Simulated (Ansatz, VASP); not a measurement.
# One calculation of CdTe, two programs

```
Cd Te
1.0
     0.00000    3.30905    3.30905
     3.30905    0.00000    3.30905
     3.30905    3.30905    0.00000
Cd Te
1 1
Direct
  0.00000 0.00000 0.00000
  0.25000 0.25000 0.25000
```

Alike in both runs: functional PBE; k mesh 6 × 6 × 6; no spin polarisation.

Ansatz relaxed the structure, and its values are those at the end. VASP's run is a single point on that final structure, the one shown.

|  | VASP | Ansatz |
| --- | --- | --- |
| version | VASP 6.6.1 | Ansatz 0.2.0 |
| potentials or method | VASP PAW PBE potentials, release 64 (Cd, Te) | plane waves, PAW |
| plane-wave cutoff (eV) | 520 | 420 |
| occupations | gaussian, width 0.01 eV | fixed |
| valence electrons in the cell | 18 | 36 |

Ansatz gave:

| Quantity | Value |
| --- | --- |
| gap on the k mesh at the Fermi level (eV) | 0.58 |
| pressure (GPa) | 0.0 |

Problem. Estimate VASP's values.

Solution. gap on the k mesh at the Fermi level (eV): 0.58; pressure (GPa): 0.1.

The two sets of potentials don't hold the same shells in valence. Ansatz warned: «symmetry_narrowed_by_cell_relaxation».

Caveats: spin-orbit coupling is left out, which moves the levels of the heavy elements.
